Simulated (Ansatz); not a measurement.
This is a one-shot G0W0 calculation with Ansatz on MgO, CsCl type; the level of theory is G0W0@HSE06 with 67 empty bands, a screening cutoff of 140 eV and a 6×6×6 mesh. Cell and atoms come from a relaxation with r2SCAN.

Input file:
```yaml
crystal:
  lattice:
    - [2.6233491281, 0.0, 0.0]
    - [0.0, 2.6233491281, 0.0]
    - [0.0, 0.0, 2.6233491281]
  atoms:
    - { symbol: Mg, position: [0.0, 0.0, 0.0] }
    - { symbol: O, position: [0.5, 0.5, 0.5] }
kpoints:
  mp_grid: { grid: [6, 6, 6] }
hamiltonian:
  xc: hse06
scf:
  occupations: { method: fixed }
gw:
  n_empty_bands: 67
  ecut_chi: 140
  qp_bands: [v2, c2]
  qp_kpoints: band_edges
  screening: { model: contour_deformation }
```

Run as `ansatz run input.yaml --threads 2 --pin off --max-ram 3686MiB --backend cpu --events-out ev --progress --plain --runs-dir out`.

Main lines of the log:
```
Functional definition: HSE06
  parameter a = 0.25
  parameter omega = 0.11/bohr
  exchange = pbe_x - a*pbe_x_sr(omega) + a*exact_x_sr(omega)
  correlation = pbe_c
Crystal: 2 atoms, lattice volume = 18.054 Å³
Basis set: ecut = 420 eV, 365 PW (Γ)
Bands: 12, of which v1, the nominal top of the filled ones, is band 8 counted from 1 (7 counted from 0)
Symmetry: 48 space group operations
Space group: Pm-3m (ITA 221)
k-points: 20 of 216
Exchange kernel: α = 0.2500, screened, ω = 0.2079 Å⁻¹, Wigner–Seitz truncation, v(0) = 1033.2516 eV·Å³, q-mesh 6×6×6
preconditioner: auto → none  [insulator: Δε(μ)=4.205 eV  ℏωp=24.7 eV]
hybrid outer 1: dexx = +4.084e-3 eV, tail = 3.50e-5 eV
hybrid outer 2: dexx = +1.544e-7 eV, tail = 8.30e-8 eV, Δε = 1.79e-3 eV
hybrid SCF converged: 2 outer / 8 inner (+2 warm-up)
Free energy (F): -2492.743637 eV
Fermi energy:    9.127563 eV
--- G₀W₀: contour deformation, 6 samples at zero and on the imaginary axis and 2 off it, 216 q-points, 67 empty bands' worth ---
    ik  band        ε_KS         Σx   Σc(E_QP)       V_xc       Z   E_QP_lin       E_QP  E_QP is
     0     7      8.0299   -25.8285     3.8509   -21.6238  0.8048     7.6752     7.6761  root
     0     8      8.0299   -25.8285     3.8509   -21.6238  0.8048     7.6752     7.6761  root
     0     9     13.3237   -10.4112    -3.5149   -14.7448  0.8584    14.1456    14.1425  root
     0    10     21.3260    -3.8258    -4.4415    -8.8407  0.8589    21.9017    21.8994  root
     3     7      8.5180   -26.1187     3.8341   -21.9675  0.8054     8.2002     8.2009  root
     3     8      8.5180   -26.1187     3.8341   -21.9675  0.8054     8.2002     8.2009  root
     3     9     17.9968    -8.4114    -4.1645   -13.4003  0.8530    18.8255    18.8212  root
     3    10     20.7916   -11.1450    -4.7476   -17.0277  0.8120    21.9394    21.9266  root
     6     7      7.1474   -25.0778     3.9121   -20.7396  0.8019     6.7197     6.7212  root
     6     8      8.6621   -26.2394     3.8234   -22.1127  0.8057     8.3582     8.3589  root
     6     9     19.2153    -8.8209    -4.2891   -13.9958  0.8441    20.1067    20.1011  root
     6    10     19.7990    -9.4288    -4.4782   -14.9060  0.8308    20.8062    20.7980  root
     7     7      4.7955   -23.8877     4.2193   -19.1177  0.7876     4.2416     4.2449  root
     7     8      8.8148   -26.3771     3.8109   -22.2779  0.8060     8.5260     8.5266  root
     7     9     17.9532    -8.4720    -4.1334   -13.4886  0.8477    18.8415    18.8364  root
     7    10     20.6865    -7.0018    -4.5653   -12.3477  0.8419    21.4722    21.4671  root
     8     7      4.9732   -24.0819     4.1994   -19.3439  0.7891     4.4315     4.4347  root
     8     8      8.9665   -26.5113     3.8020   -22.4367  0.8062     8.6933     8.6938  root
     8     9     17.1163    -6.6756    -4.1219   -11.5378  0.8599    17.8598    17.8566  root
     8    10     21.4776    -8.5085    -4.6722   -14.0848  0.8289    22.3892    22.3817  root
     9     7      4.0271   -23.7211     4.3439   -18.8084  0.7824     3.4540     3.4583  root
     9     8      9.1276   -26.6663     3.7918   -22.6187  0.8065     8.8713     8.8718  root
     9     9     15.7591    -5.7734    -4.0467   -10.4664  0.8690    16.4077    16.4055  root
     9    10     23.6173    -8.8995    -5.2697   -15.0961  0.7974    24.5563    24.5442  root
    10     7      6.9080   -24.8361     3.9379   -20.4503  0.8008     6.4583     6.4601  root
    10     8      6.9080   -24.8361     3.9379   -20.4503  0.8008     6.4583     6.4601  root
    10     9     16.8703   -11.8693    -3.7511   -16.6578  0.8383    17.9144    17.9078  root
    10    10     22.4908    -6.0264    -4.7161   -11.4888  0.8351    23.2422    23.2372  root
    12     7      7.1686   -25.0851     3.8746   -20.7864  0.8028     6.7429     6.7445  root
    12     8      7.5208   -25.3801     3.9403   -21.0422  0.8019     7.1218     7.1231  root
    12     9     19.5965    -9.5707    -4.4180   -14.9950  0.8324    20.6108    20.6028  root
    12    10     20.2049    -9.2541    -4.4290   -14.6259  0.8347    21.1551    21.1478  root
    17     7      5.6120   -24.4216     4.1273   -19.7895  0.7935     5.1045     5.1072  root
    17     8      5.8695   -24.5128     4.1581   -19.8635  0.7932     5.3758     5.3782  root
    17     9     18.2774    -7.0918    -4.2143   -12.0993  0.8545    19.0746    19.0705  root
    17    10     19.3150    -5.4803    -4.3770   -10.5427  0.8572    20.0037    20.0004  root
  […]
```

The points are ik 0 = (0, 0, 0) (Γ), ik 3 = (0, 0, -1/2), ik 6 = (0, 1/6, -1/2), ik 7 = (0, 1/3, 1/3), ik 8 = (0, 1/3, -1/2), ik 9 = (0, -1/2, -1/2), ik 10 = (1/6, 1/6, 1/6), ik 12 = (1/6, 1/6, -1/2), ik 17 = (1/3, 1/3, -1/2), ik 19 = (-1/2, -1/2, -1/2); band 8 is the last filled one.

G0W0 moves the gap on the mesh from 4.20 eV (HSE06) to 5.27 eV (k = (0, -1/2, -1/2) to Γ). Renormalisation factors Z lie between 0.78 and 0.87. G0W0 values are finite-basis, finite-mesh values.

Spin-unpolarised throughout. Whether this structure exists isn't addressed.
